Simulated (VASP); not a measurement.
Mo in VASP: tuning ranks NCORE KPAR

Mo:

```
Mo
1.0
    -6.33524    6.33524    6.33524
     6.33524   -6.33524    6.33524
     4.75143    4.75143   -4.75143
Mo
48
Direct
  0.00273 0.00160 0.00368
  0.00320 0.99797 0.33208
  0.00224 0.99959 0.66681
  0.00136 0.25199 0.00102
  0.99847 0.24712 0.33049
  0.99940 0.25072 0.66868
  0.99941 0.49817 0.99672
  0.00545 0.50173 0.33655
  0.99511 0.49317 0.65214
  0.00102 0.74952 0.99934
  0.99647 0.75412 0.33651
  0.00310 0.75641 0.67516
  0.24649 0.99918 0.99317
  0.24548 0.99864 0.32980
  0.24753 0.99960 0.66346
  0.24889 0.24903 0.00041
  0.25287 0.25216 0.33802
  0.25055 0.24688 0.66639
  0.24963 0.50425 0.99939
  0.24630 0.49921 0.32933
  0.24832 0.49780 0.66770
  0.24937 0.74627 0.99713
  0.24789 0.74665 0.33648
  0.25220 0.74990 0.67134
  0.50238 0.99868 0.99982
  0.49567 0.99861 0.33507
  0.50078 0.00158 0.66491
  0.49331 0.24763 0.99546
  0.50009 0.25058 0.33827
  0.50216 0.25111 0.66807
  0.50038 0.50185 0.00358
  0.49717 0.49406 0.33585
  0.49670 0.49630 0.66633
  0.50050 0.75283 0.99899
  0.50447 0.75259 0.33505
  0.49434 0.74732 0.66511
  0.74811 0.00252 0.00518
  0.75156 0.00236 0.33318
  0.74834 0.99839 0.66682
  0.74913 0.25269 0.99822
  0.74055 0.24777 0.33333
  0.75366 0.24909 0.67666
  0.74940 0.49505 0.99791
  0.75043 0.50006 0.33064
  0.75024 0.49862 0.66626
  0.74699 0.74575 0.99632
  0.74475 0.74743 0.32981
  0.74975 0.75332 0.67110
```

The cell isn't the ideal one: atoms moved at random, drawn with an rms of 0.05 Å.

```yaml
Program: VASP 6.6.1
Task: single point
Functional: r2SCAN
Potentials_or_basis: VASP PAW PBE potentials, release 64 (Mo_sv)
Cutoff: 450 eV
k_mesh: 1 × 1 × 1
Occupations: gaussian, width 0.05 eV
Spin: no spin polarisation
```

These are the settings of the first run; the series varies ranks NCORE KPAR, with any setting tied to it.

Hardware: Intel(R) Xeon(R) 6975P-C (Granite Rapids).

| ranks NCORE KPAR | energy less the last converged row (meV/atom) | SCF cycles | wall time (s) |
| --- | --- | --- | --- |
| ranks=8 NCORE=1 KPAR=1 | 0.00 | 29 | 260 |
| ranks=16 NCORE=1 KPAR=1 | 0.00 | 26 | 130 |
| ranks=32 NCORE=1 KPAR=1 | 0.00 | 26 | 78 |
| ranks=64 NCORE=1 KPAR=1 | 0.00 | 25 | 59 |
| ranks=64 NCORE=2 KPAR=1 | 0.00 | 26 | 56 |
| ranks=64 NCORE=4 KPAR=1 | 0.00 | 26 | 38 |
| ranks=64 NCORE=8 KPAR=1 | 0.00 | 29 | 34 |
| ranks=64 NCORE=16 KPAR=1 | 0.00 | 29 | 32 |
| ranks=64 NCORE=1 KPAR=1 again 1 | 0.00 | 25 | 62 |
| ranks=64 NCORE=1 KPAR=1 again 2 | 0.00 | 25 | 63 |
| ranks=64 NCORE=1 KPAR=1 NSIM=1 | 0.00 | 25 | 69 |
| ranks=64 NCORE=1 KPAR=1 NSIM=8 | 0.00 | 25 | 59 |
| ranks=64 NCORE=1 KPAR=1 NSIM=16 | 0.00 | 25 | 59 |
| ranks=64 NCORE=1 KPAR=1 LREAL=False | 0.30 | 25 | 65 |
| ranks=64 NCORE=1 KPAR=1 ALGO=Normal | 0.00 | 25 | 68 |
| ranks=64 NCORE=1 KPAR=1 vasp_gam | 0.00 | 26 | 53 |

Fastest here: ranks=64 NCORE=16 KPAR=1 (32 s), level within noise with ranks=64 NCORE=4 KPAR=1, ranks=64 NCORE=8 KPAR=1; slowest of those that converged: ranks=8 NCORE=1 KPAR=1 (260 s). These are single runs, one after another on one machine, so differences under about a fifth mean little.

Caveat: the k mesh is coarse (spacing up to 0.94 Å⁻¹), so the values aren't converged.
